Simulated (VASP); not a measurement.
# BN (F-43m) in VASP: single point with r2SCAN

Aim: the single point of BN with r2SCAN.

All numbers are computed with VASP 6.6.1; they aren't measurements. Logs are shortened: lines on timing, memory, paths and dates and some standing lists are left out, and cuts for length are marked.

**Experimental background.**

From a printed reference work, monograph, for a bulk crystal of BN at 300 K: band gap 6.4 eV (indirect).

The runs below are set against these values where they give the same quantity.

### Step 1. The cell of the first run

Symmetry: F-43m, No. 216, cubic system. Conventional cell: a = 3.615 Å, b = 3.615 Å, c = 3.615 Å, α = 90.00°, β = 90.00°, γ = 90.00°. B (site symmetry -43m) has 4 N at 1.57 Å within 2.1 Å. Within 2.1 Å of N (site symmetry -43m) lie 4 B at 1.57 Å.

### Step 2. Single point, r2SCAN

Contents of POSCAR:

```
BN
1.0
    0.0000000000      1.8075000000      1.8075000000
    1.8075000000      0.0000000000      1.8075000000
    1.8075000000      1.8075000000      0.0000000000
B N
1 1
Direct
    0.0000000000      0.0000000000      0.0000000000
    0.2500000000      0.2500000000      0.2500000000
```

Contents of INCAR.step1:

```
SYSTEM = BN
  ALGO = Normal
  EDIFF = 1E-5
  ENCUT = 660
  GGA = PE
  GGA_COMPAT = .FALSE.
  ISMEAR = 0
  LASPH = .TRUE.
  LCHARG = .FALSE.
  LREAL = .FALSE.
  LWAVE = .TRUE.
  NBANDS = 11
  NELM = 120
  PREC = Accurate
  SIGMA = 0.01
```

Contents of INCAR.step2:

```
SYSTEM = BN
  ALGO = Normal
  EDIFF = 1E-6
  ENCUT = 660
  GGA_COMPAT = .FALSE.
  ISIF = 2
  ISMEAR = 0
  ISTART = 1
  LASPH = .TRUE.
  LCHARG = .FALSE.
  LMIXTAU = .TRUE.
  LREAL = .FALSE.
  LWAVE = .FALSE.
  METAGGA = R2SCAN
  NBANDS = 11
  NELM = 120
  PREC = Accurate
  SIGMA = 0.01
```

Contents of KPOINTS:

```
k-points
0
G
  10 10 10
  0 0 0
```

Potentials or basis: VASP PAW PBE potentials, release 64 (B, N).

Launch:

```
$ cat potpaw_PBE.64/B/POTCAR potpaw_PBE.64/N/POTCAR > POTCAR
$ cp INCAR.step1 INCAR
$ mpirun -np 1 vasp_std > vasp.out
$ cp INCAR.step2 INCAR
$ mpirun -np 1 vasp_std > vasp.out
```

OUTCAR:

```text
SYSTEM = BN
   EDIFF = 1E-6
   ENCUT = 660
   ISIF = 2
   ISMEAR = 0
   ISTART = 1
   LASPH = .TRUE.
   LREAL = .FALSE.
   METAGGA = R2SCAN
   NELM = 120
   PREC = Accurate

 ion  position               nearest neighbor table
   1  0.000  0.000  0.000-   2 1.57   2 1.57   2 1.57   2 1.57
   2  0.250  0.250  0.250-   1 1.57   1 1.57   1 1.57   1 1.57

  LATTYP: Found a face centered cubic cell.
 ALAT       =     3.6150000000

  Lattice vectors:

 A1 = (   0.0000000000,   1.8075000000,   1.8075000000)
 A2 = (   1.8075000000,   0.0000000000,   1.8075000000)
 A3 = (   1.8075000000,   1.8075000000,   0.0000000000)

Analysis of symmetry for initial positions (statically):
=====================================================================
 Subroutine PRICEL returns:
 Original cell was already a primitive cell.

 Routine SETGRP: Setting up the symmetry group for a
 face centered cubic supercell.

 Subroutine GETGRP returns: Found 24 space group operations
 (whereof 24 operations were pure point group operations)
 out of a pool of 48 trial point group operations.

The static configuration has the point symmetry T_d .

Analysis of symmetry for dynamics (positions and initial velocities):
=====================================================================
 Subroutine PRICEL returns:
 Original cell was already a primitive cell.

 Routine SETGRP: Setting up the symmetry group for a
 face centered cubic supercell.

 Subroutine GETGRP returns: Found 24 space group operations
 (whereof 24 operations were pure point group operations)
 out of a pool of 48 trial point group operations.

The dynamic configuration has the point symmetry T_d .

 Subroutine INISYM returns: Found 24 space group operations
 (whereof 24 operations are pure point group operations),
 and found     1 'primitive' translations

----------------------------------------------------------------------------------------

                                     Primitive cell

  volume of cell :      11.8104

  direct lattice vectors                    reciprocal lattice vectors
     0.000000000  1.807500000  1.807500000    -0.276625173  0.276625173  0.276625173
     1.807500000  0.000000000  1.807500000     0.276625173 -0.276625173  0.276625173
     1.807500000  1.807500000  0.000000000     0.276625173  0.276625173 -0.276625173

  length of vectors
     2.556191014  2.556191014  2.556191014     0.479128854  0.479128854  0.479128854

  position of ions in fractional coordinates (direct lattice)
     0.000000000  0.000000000  0.000000000
     0.250000000  0.250000000  0.250000000

  ion indices of the primitive-cell ions
   primitive index   ion index
                 1           1
                 2           2

----------------------------------------------------------------------------------------

 KPOINTS: k-points

Automatic generation of k-mesh.
 Grid dimensions read from file:
 generate k-points for:   10   10   10

 Generating k-lattice:

  Cartesian coordinates                     Fractional coordinates (reciprocal lattice)
    -0.027662517  0.027662517  0.027662517     0.100000000  0.000000000  0.000000000
     0.027662517 -0.027662517  0.027662517     0.000000000  0.100000000  0.000000000
     0.027662517  0.027662517 -0.027662517     0.000000000  0.000000000  0.100000000

  Length of vectors
     0.047912885  0.047912885  0.047912885

  Shift w.r.t. Gamma in fractional coordinates (k-lattice)
     0.000000000  0.000000000  0.000000000

 Subroutine IBZKPT returns following result:
 ===========================================

 Found     47 irreducible k-points:

 Following reciprocal coordinates:
            Coordinates               Weight
  0.000000  0.000000  0.000000      1.000000
  0.100000  0.000000  0.000000      8.000000
  0.200000  0.000000  0.000000      8.000000
  0.300000  0.000000  0.000000      8.000000
  0.400000  0.000000  0.000000      8.000000
  0.500000  0.000000  0.000000      4.000000
[... 16 lines left out ...]
  0.300000  0.300000  0.000000      6.000000
  0.400000  0.300000  0.000000     24.000000
 [... further k-points ...]
   k-points           NKPTS =     47   k-points in BZ     NKDIM =     47   number of bands    NBANDS=     11
   number of dos      NEDOS =    301   number of ions     NIONS =      2
   total plane-waves  NPLWV =  13824
   dimension x,y,z NGX =    24 NGY =   24 NGZ =   24
   dimension x,y,z NGXF=    48 NGYF=   48 NGZF=   48
   ions per type =               1   1
   NGX,Y,Z   is equivalent  to a cutoff of  15.61, 15.61, 15.61 a.u.
   NGXF,Y,Z  is equivalent  to a cutoff of  31.22, 31.22, 31.22 a.u.
 SYSTEM =  BN
   PREC   = accura    normal or accurate (medium, high low for compatibility)
   ISTART =      1    job   : 0-new  1-cont  2-samecut
   ICHARG =      0    charge: 1-file 2-atom 10-const
   ISPIN  =      1    spin polarized calculation?
   LNONCOLLINEAR =      F non collinear calculations
   LSORBIT =      F    spin-orbit coupling
   LASPH  =      T    aspherical Exc in radial PAW
   ENCUT  =  660.0 eV  48.51 Ry    6.96 a.u.   5.35  5.35  5.35*2*pi/ulx,y,z
   NELM   =    120;   NELMIN=  2; NELMDL=  0     # of ELM steps
   EDIFF  = 0.1E-05   stopping-criterion for ELM
   LREAL  =      F    real-space projection
   EDIFFG = 0.1E-04   stopping-criterion for IOM
   NSW    =      0    number of steps for IOM
   IBRION =     -1    ionic relax: 0-MD 1-quasi-New 2-CG
   NFREE  =      0    steps in history (QN), initial steepest desc. (CG)
   ISIF   =      2    stress and relaxation
   ISYM   =      2    0-nonsym 1-usesym 2-fastsym
   POTIM  = 0.5000    time-step for ionic-motion
   TEBEG  =    0.0;   TEEND  =   0.0 temperature during run
   PSTRESS=    0.0 pullay stress
   NELECT =       8.0000    total number of electrons
   NUPDOWN=      -1.0000    fix difference up-down
   EMIN   =  10.00;   EMAX   =-10.00  energy-range for DOS
   EFERMI =   0.00;   METHOD = LEGACY
   ISMEAR =     0;   SIGMA  =   0.01  broadening in eV -4-tet -1-fermi 0-gaus
   EFERMI_NEDOS =   21; number of points for ismear=-14 and -15
   IALGO  =     38    algorithm
   IMIX   =      4    mixing-type and parameters
     AMIX     =   0.40;   BMIX     =  1.00
     AMIX_MAG =   1.60;   BMIX_MAG =  1.00
  volume/ion in A,a.u.               =       5.91        39.85
  Fermi-wavevector in a.u.,A,eV,Ry     =   1.437749  2.716952 28.124920  2.067123
  Thomas-Fermi vector in A             =   2.556793
   LORBIT       =      0    0 simple, 1 ext, 2 COOP (PROOUT), +10 PAW based schemes
   METAGGA = R2SCAN    functional components
   LHFCALC =     F    Hartree Fock is set to
   AEXX    =    0.0000 exact exchange contribution
   IVDW    =     0    specifies the selected vdW correction
   LEPSILON=     F    determine dielectric tensor
   LRPA    =     F    only Hartree local field effects (RPA)
 non-spin polarized calculation
 Gauss-broadening in eV      SIGMA  =   0.01
  energy-cutoff  :      660.00
  volume of cell :       11.81
 maximum number of plane-waves:       469
 NGX is ok and might be reduce to    24
   NGX = 11   NGY = 11   NGZ = 11

 number of electron       8.0000000 magnetization

 Free energy of the ion-electron system (eV)
  ---------------------------------------------------
  ext. energy  EPLUGINS =         0.00000000
  ---------------------------------------------------
  free energy    TOTEN  =       -19.17494712 eV

  energy without entropy =      -19.17494712  energy(sigma->0) =      -19.17494712

 E-fermi :   7.3989     XC(G=0): -13.6459

 val. band max:        7.2415832735   @ k =   0.0000   0.0000   0.0000
 cond. band min:      12.2182327205   @ k =   0.5000   0.5000   0.0000
 fundamental gap:      4.9766494469
 Fermi energy:         7.3989225123

 k-point     1 :       0.0000    0.0000    0.0000
  band No.  band energies     occupation
      1     -14.0492      2.00000
      2       7.2416      2.00000
      3       7.2416      2.00000
      4       7.2416      2.00000
      5      16.7678      0.00000
      6      16.7678      0.00000
      7      16.7678      0.00000
      8      18.3052      0.00000
      9      33.3751      0.00000
     10      35.9832      0.00000
     11      35.9832      0.00000

 k-point     2 :       0.1000    0.0000    0.0000
  band No.  band energies     occupation
      1     -13.7978      2.00000
      2       5.9153      2.00000
      3       6.9797      2.00000
      4       6.9797      2.00000
      5      17.0540      0.00000
      6      17.1709      0.00000
      7      17.1709      0.00000
      8      19.1421      0.00000
      9      33.0875      0.00000
     10      33.4656      0.00000
     11      33.4656      0.00000

 k-point     3 :       0.2000    0.0000    0.0000
  band No.  band energies     occupation
      1     -13.0586      2.00000
      2       3.0791      2.00000
      3       6.3885      2.00000
      4       6.3885      2.00000
      5      17.4130      0.00000
      6      18.0045      0.00000
      7      18.0045      0.00000
      8      20.9370      0.00000
      9      31.9517      0.00000
     10      31.9517      0.00000
     11      32.3550      0.00000

 k-point     4 :       0.3000    0.0000    0.0000
  band No.  band energies     occupation
      1     -11.8962      2.00000
      2       0.0005      2.00000
      3       5.7874      2.00000
      4       5.7874      2.00000
      5      17.7284      0.00000
      6      18.5884      0.00000
      7      18.5884      0.00000
      8      22.4745      0.00000
      9      31.8513      0.00000
     10      32.2677      0.00000
     11      32.2677      0.00000

 k-point     5 :       0.4000    0.0000    0.0000
  band No.  band energies     occupation
      1     -10.5298      2.00000
      2      -2.6295      2.00000
      3       5.3722      2.00000
      4       5.3722      2.00000
      5      17.9497      0.00000
      6      18.7236      0.00000
      7      18.7236      0.00000
      8      23.3644      0.00000
      9      31.9131      0.00000
     10      34.1085      0.00000
     11      34.1085      0.00000
[... 211 lines left out ...]
 k-point    21 :      -0.3000    0.2000    0.0000
  band No.  band energies     occupation
      1     -10.2468      2.00000
      2      -1.2441      2.00000
      3       2.0621      2.00000
      4       5.0855      2.00000
      5      17.7466      0.00000
      6      20.1092      0.00000
      7      20.5697      0.00000
      8      23.0553      0.00000
      9      30.2239      0.00000
     10      30.6842      0.00000
     11      35.5479      0.00000

 k-point    22 :      -0.2000    0.2000    0.0000
  band No.  band energies     occupation
      1     -11.5109      2.00000
      2       0.8012      2.00000
      3       2.8063      2.00000
      4       5.8987      2.00000
      5      18.5531      0.00000
      6      19.0237      0.00000
      7      19.6020      0.00000
      8      21.8645      0.00000
      9      29.4865      0.00000
     10      30.9796      0.00000
     11      35.5090      0.00000

 k-point    23 :       0.3000    0.3000    0.0000
  band No.  band energies     occupation
      1     -11.1912      2.00000
      2       1.7302      2.00000
      3       3.4385      2.00000
      4       3.4385      2.00000
      5      13.9694      0.00000
      6      18.6923      0.00000
      7      23.0494      0.00000
      8      23.0494      0.00000
      9      27.1692      0.00000
     10      36.2252      0.00000
     11      40.2737      0.00000

 k-point    24 :       0.4000    0.3000    0.0000
  band No.  band energies     occupation
      1     -10.1639      2.00000
      2       0.1212      2.00000
      3       2.5572      2.00000
      4       3.0114      2.00000
      5      13.9212      0.00000
      6      18.5401      0.00000
      7      23.8288      0.00000
      8      23.9497      0.00000
      9      28.2458      0.00000
     10      35.9115      0.00000
     11      40.4184      0.00000

 [... further k-points ...]

------------------------ aborting loop because EDIFF is reached ----------------------------------------

  FORCE on cell =-STRESS in cart. coord.  units (eV):
  Direction    XX          YY          ZZ          XY          YZ          ZX
  --------------------------------------------------------------------------------------
  -------------------------------------------------------------------------------------
  Total       -0.0392514     -0.0392514     -0.0392514     -0.0000000      0.0000000      0.0000000
  in kB       -5.3247654     -5.3247654     -5.3247654     -0.0000000      0.0000000      0.0000000
  external PRESSURE =      -5.3247654 kB  Pullay stress =       0.0000000 kB

 VOLUME and BASIS-vectors are now :
 -----------------------------------------------------------------------------
  energy-cutoff  :      660.00
  volume of cell :       11.81
      direct lattice vectors                 reciprocal lattice vectors
     0.000000000  1.807500000  1.807500000    -0.276625173  0.276625173  0.276625173
     1.807500000  0.000000000  1.807500000     0.276625173 -0.276625173  0.276625173
     1.807500000  1.807500000  0.000000000     0.276625173  0.276625173 -0.276625173

 POSITION                                       TOTAL-FORCE (eV/Angst)
 -----------------------------------------------------------------------------------
      0.00000      0.00000      0.00000         0.000000      0.000000      0.000000
      0.90375      0.90375      0.90375        -0.000000     -0.000000     -0.000000
 -----------------------------------------------------------------------------------
    total drift:                                0.000000      0.000000      0.000000

  FREE ENERGIE OF THE ION-ELECTRON SYSTEM (eV)
  ---------------------------------------------------
  free  energy   TOTEN  =       -19.1749471236 eV

  energy  without entropy=      -19.1749471236  energy(sigma->0) =      -19.17494712
```

Run time: 45 s. Hardware: 1 thread of Intel Xeon Platinum 8259CL at 2.50GHz (Skylake/Cascade Lake), shared host; peak memory 0.14 GiB.

Results:

| Property | Result |
| --- | --- |
| Free energy | -19.1749 eV |
| Pressure | -0.5 GPa |
| Band gap on the k mesh | 4.98 eV (least direct gap 9.53 eV) |

Levels at points of the mesh, in eV from the valence-band top:
```tsv
k point	band 2	band 3	band 4	band 5	band 6	band 7
(0.00, 0.00, 0.00)	0.00	0.00	0.00	9.53	9.53	9.53
(0.50, 0.00, 0.00)	-11.08	-2.01	-2.01	10.79	11.47	11.47
(0.50, 0.50, 0.00)	-9.32	-5.10	-5.10	4.98	9.82	19.26
```

Caveat: the PAW data sets were made with another functional, which shifts forces and pressure a little.

### Step 3. How close it comes

Step 2. Against the measured gap of BN, 6.4 eV (indirect; 300 K; a printed reference work, monograph), the calculated 4.98 eV is off by -1.42 eV. The value is that of r2SCAN on a finite k mesh, which can miss the band edges, without temperature or zero-point motion.
